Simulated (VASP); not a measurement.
# GaAs (F-43m) in VASP: further runs, part 2 of 2

VASP 6.6.1.

## Step 3: Dielectric tensor, LDA

Contents of INCAR:

```
PREC = Accurate
ENCUT = 600
EDIFF = 1E-8
ISMEAR = 0
SIGMA = 0.03
LREAL = F
LASPH = T
NELM = 80
ALGO = Fast
ISIF = 2
LWAVE = F
LCHARG = F
GGA = CA
LEPSILON = T
```

Contents of KPOINTS:

```
regular mesh
0
Gamma
  10 10 10
```

Contents of POSCAR:

```
GaAs                                    
1.0
    0.0000000000      2.8053051464      2.8053051464
    2.8053051464      0.0000000000      2.8053051464
    2.8053051464      2.8053051464      0.0000000000
  Ga              As            
     1     1
Direct
     0.0000000000000000    0.0000000000000000    0.0000000000000000
     0.2500000000000000    0.2500000000000000    0.2500000000000000
```

Potentials or basis: VASP PAW LDA potentials, release 64 (Ga_d, As).

Launch:

```
$ cat potpaw_LDA.64/Ga_d/POTCAR potpaw_LDA.64/As/POTCAR > POTCAR
$ mpirun -np 1 vasp_std > vasp.out
```

OUTCAR:

```text
PREC = Accurate
   ENCUT = 600
   EDIFF = 1E-8
   ISMEAR = 0
   LREAL = F
   LASPH = T
   NELM = 80
   ISIF = 2
   GGA = CA
   LEPSILON = T

 ion  position               nearest neighbor table
   1  0.000  0.000  0.000-   2 2.43   2 2.43   2 2.43   2 2.43
   2  0.250  0.250  0.250-   1 2.43   1 2.43   1 2.43   1 2.43

  LATTYP: Found a face centered cubic cell.
 ALAT       =     5.6106102928

  Lattice vectors:

 A1 = (   0.0000000000,   2.8053051464,   2.8053051464)
 A2 = (   2.8053051464,   0.0000000000,   2.8053051464)
 A3 = (   2.8053051464,   2.8053051464,   0.0000000000)

Analysis of symmetry for initial positions (statically):
=====================================================================
 Subroutine PRICEL returns:
 Original cell was already a primitive cell.

 Routine SETGRP: Setting up the symmetry group for a
 face centered cubic supercell.

 Subroutine GETGRP returns: Found 24 space group operations
 (whereof 24 operations were pure point group operations)
 out of a pool of 48 trial point group operations.

The static configuration has the point symmetry T_d .

Analysis of symmetry for dynamics (positions and initial velocities):
=====================================================================
 Subroutine PRICEL returns:
 Original cell was already a primitive cell.

 Routine SETGRP: Setting up the symmetry group for a
 face centered cubic supercell.

 Subroutine GETGRP returns: Found 24 space group operations
 (whereof 24 operations were pure point group operations)
 out of a pool of 48 trial point group operations.

The dynamic configuration has the point symmetry T_d .

 Subroutine INISYM returns: Found 24 space group operations
 (whereof 24 operations are pure point group operations),
[... 563 lines left out ...]
 ------------------------------------------------------
          23.060855     0.000000     0.000000
           0.000000    23.060855     0.000000
           0.000000     0.000000    23.060855
 ------------------------------------------------------

 Free energy of the ion-electron system (eV)
  ---------------------------------------------------
  ---------------------------------------------------
  free energy    TOTEN  =        -2.70347558 eV

  energy without entropy =       -2.70347558

------------------------ aborting loop because EDIFF is reached ----------------------------------------

--------------------------------------- Ionic step        2  -------------------------------------------

------------------------ aborting loop because EDIFF is reached ----------------------------------------

--------------------------------------- Ionic step        3  -------------------------------------------

 Free energy of the ion-electron system (eV)
  ---------------------------------------------------
  ---------------------------------------------------
  free energy    TOTEN  =        -2.70347452 eV

  energy without entropy =       -2.70347452

------------------------ aborting loop because EDIFF is reached ----------------------------------------

 PIEZOELECTRIC TENSOR FIELD DIRECTION 3  (e Angst)
 -----------------------------------------------------------------------------
    -0.00063 -2.41620  0.00000           (  0.00000 -0.01637  0.00000)
    -2.41620 -0.00063  0.00000           ( -0.01637  0.00000  0.00000)
     0.00000  0.00000 -0.00094           (  0.00000  0.00000  0.00000)

 PIEZOELECTRIC TENSOR FIELD DIRECTION 3  (C/m^2)
 -----------------------------------------------------------------------------
    -0.00023 -0.87675  0.00000
    -0.87675 -0.00023  0.00000
     0.00000  0.00000 -0.00034

 MACROSCOPIC STATIC DIELECTRIC TENSOR (including local field effects in DFT)
 ------------------------------------------------------
          22.324357    -0.000000    -0.000000
           0.000000    22.324357    -0.000000
           0.000000    -0.000000    22.324357
 ------------------------------------------------------

 PIEZOELECTRIC TENSOR (including local field effects)  for field in x, y, z        (e  Angst)
          XX          YY          ZZ          XY          YZ          ZX
  --------------------------------------------------------------------------------
  x    -0.00000     0.00000     0.00000     0.00000    -2.42325     0.00000
  y    -0.00000    -0.00000     0.00000     0.00000     0.00000    -2.42325
  z     0.00000     0.00000    -0.00000    -2.42325     0.00000     0.00000

 PIEZOELECTRIC TENSOR (including local field effects)  for field in x, y, z        (C/m^2)
          XX          YY          ZZ          XY          YZ          ZX
  --------------------------------------------------------------------------------
  x    -0.00000     0.00000     0.00000     0.00000    -0.87930     0.00000
  y    -0.00000    -0.00000     0.00000     0.00000     0.00000    -0.87930
  z     0.00000     0.00000    -0.00000    -0.87930     0.00000     0.00000

 BORN EFFECTIVE CHARGES (including local field effects) (in |e|, cummulative output)
 ---------------------------------------------------------------------------------
 ion    1
    1     2.12375     0.00000     0.00000
    2     0.00000     2.12375     0.00000
    3     0.00000     0.00000     2.12375
 ion    2
    1    -2.12375     0.00000     0.00000
    2     0.00000    -2.12375     0.00000
    3     0.00000     0.00000    -2.12375
```

OSZICAR:

```text
N       E                     dE             d eps       ncg     rms          rms(c)
DAV:   1     0.879098639838E+02    0.87910E+02   -0.99288E+03  1222   0.208E+03
DAV:   2    -0.239019638801E+01   -0.90300E+02   -0.86815E+02  1315   0.361E+02
[... 12 lines left out ...]
RMM:   6    -0.270321548615E+01   -0.46890E-02   -0.26132E-04  8668   0.146E-01    0.167E-02
RMM:   7    -0.270311291268E+01    0.10257E-03   -0.14289E-05  8735   0.514E-02    0.301E-03
RMM:   8    -0.270356955264E+01   -0.45664E-03   -0.27941E-06  8818   0.166E-02    0.101E-03
RMM:   9    -0.270351121996E+01    0.58333E-04   -0.82875E-07  9132   0.616E-03    0.452E-04
RMM:  10    -0.270348590930E+01    0.25311E-04   -0.49823E-07  9149   0.203E-03    0.152E-04
RMM:  11    -0.270347481877E+01    0.11091E-04   -0.32949E-07  8858   0.887E-04    0.373E-05
RMM:  12    -0.270347451814E+01    0.30063E-06    0.19909E-07  7900   0.341E-04    0.880E-06
```

Run time: 4.5 min. Hardware: 1 thread of Intel Xeon Platinum 8488C (Sapphire Rapids), shared host; peak memory 0.41 GiB.

What came out:

```
Band gap on the k mesh                  : 0.51 eV, direct
Electronic dielectric tensor (diagonal) : 22.32
Born charges (mean of the diagonal)     : Ga +2.12; As -2.12 e
```

Levels at points of the mesh, in eV from the valence-band top:
| k point | band 5 | band 6 | band 7 | band 8 | band 9 | band 10 | band 11 | band 12 | band 13 |
| --- | --- | --- | --- | --- | --- | --- | --- | --- | --- |
| (0.00, 0.00, 0.00) | -14.89 | -12.93 | 0.00 | 0.00 | 0.00 | 0.51 | 3.68 | 3.68 | 3.68 |
| (0.50, 0.00, 0.00) | -14.88 | -11.10 | -6.82 | -1.18 | -1.18 | 0.93 | 4.59 | 4.59 | 7.59 |
| (0.50, 0.50, 0.00) | -14.87 | -10.32 | -6.98 | -2.77 | -2.77 | 1.30 | 1.54 | 10.23 | 10.23 |

Electronic dielectric tensor:
```
22.32  0.00  0.00
 0.00 22.32  0.00
 0.00  0.00 22.32
```

Born effective charge tensors (e):
atom 1, Ga
```
2.12 0.00 0.00
0.00 2.12 0.00
0.00 0.00 2.12
```
atom 2, As
```
-2.12  0.00  0.00
 0.00 -2.12  0.00
 0.00  0.00 -2.12
```

Caveat: the gap is small at this level, which inflates the dielectric constant.

## Step 4: Comparison with measurements

Step 3. Measured gap of GaAs: 1.412 eV (direct; 300 K; “Evidence of valence band perturbations in GaAsN/GaAs(001): A combined variable-angle spectroscopic ellipsometry and modulated photoreflectance investigation”, 2008, arxiv:0805.2212). This calculation gives 0.51 eV (-0.91 eV). 3 values of this kind are on record (1.412 to 1.51 eV); this one was drawn at random among those near their median, those with a stated uncertainty first. Spin-orbit coupling on As, Ga is left out. The value is that of LDA on a finite k mesh, which can miss the band edges, without temperature or zero-point motion. Semilocal functionals fall short of measured gaps as a rule. Measured high-frequency dielectric constant of GaAs: 10.89 (300 K; a printed reference work, textbook). This calculation gives 22.32 (+105.0 %). So large a miss can be the level of theory's own, or it may mean another phase, state or a wrong row.
